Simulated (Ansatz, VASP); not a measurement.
**One calculation of BaS, two programs**

File INCAR:

```
SYSTEM = BaS
  PREC = Accurate
  ENCUT = 520
  EDIFF = 1E-7
  ISMEAR = 0
  SIGMA = 0.05
  LREAL = .FALSE.
  LASPH = .TRUE.
  NELM = 60
  ALGO = Normal
  ISIF = 2
  LWAVE = .FALSE.
  LCHARG = .FALSE.
  GGA = RE
  IVDW = 12
  NBANDS = 15
```

KPOINTS

```
regular mesh
0
G
  6 6 6
  0 0 0
```

POSCAR

```
BaS
1.0
    0.0000000000      3.1894868001      3.1894868001
    3.1894868001      0.0000000000      3.1894868001
    3.1894868001      3.1894868001      0.0000000000
Ba S
1 1
Direct
    0.5000000000      0.5000000000      0.5000000000
    0.0000000000      0.0000000000      0.0000000000
```

Input for Ansatz:

```yaml
crystal:
  lattice:
    - [0.0, 3.1894868001, 3.1894868001]
    - [3.1894868001, 0.0, 3.1894868001]
    - [3.1894868001, 3.1894868001, 0.0]
  atoms:
    - { symbol: Ba, position: [0.5, 0.5, 0.5] }
    - { symbol: S, position: [0.0, 0.0, 0.0] }
basis:
  ecutwfc: 420
  ecutrho_ratio: 4
kpoints:
  mp_grid: { grid: [6, 6, 6] }
hamiltonian:
  xc: revpbe
  dispersion: d3bj
scf:
  occupations: { method: gaussian, width: 0.05 }
output:
  forces: true
  stress: true
  eigenvalues: true
```

Alike in both runs: task single point; functional revPBE; dispersion D3(BJ); k mesh 6 × 6 × 6; occupations gaussian, width 0.05 eV; no spin polarisation.

|  | VASP | Ansatz |
| --- | --- | --- |
| version | VASP 6.6.1 | Ansatz 0.2.0 |
| potentials or method | VASP PAW PBE potentials, release 64 (Ba_sv, S) | scalar-relativistic, plane waves, PAW |
| plane-wave cutoff (eV) | 520 | 420 |
| valence electrons in the cell | 16 | 16 |

```csv
,VASP,Ansatz,Ansatz less VASP
gap on the k mesh at the Fermi level (eV),2.21,2.31,+0.104
least direct gap on the mesh (eV),2.34,2.41,+0.072
pressure (GPa),0.2,-0.4,-0.60
dispersion energy (meV/atom),-489.5,-489.6,-0.11
```

Caveats: the PAW data sets were made with another functional, which shifts forces and pressure a little (VASP); spin-orbit coupling is left out, which moves the levels of the heavy elements. A k mesh can miss the band edges.
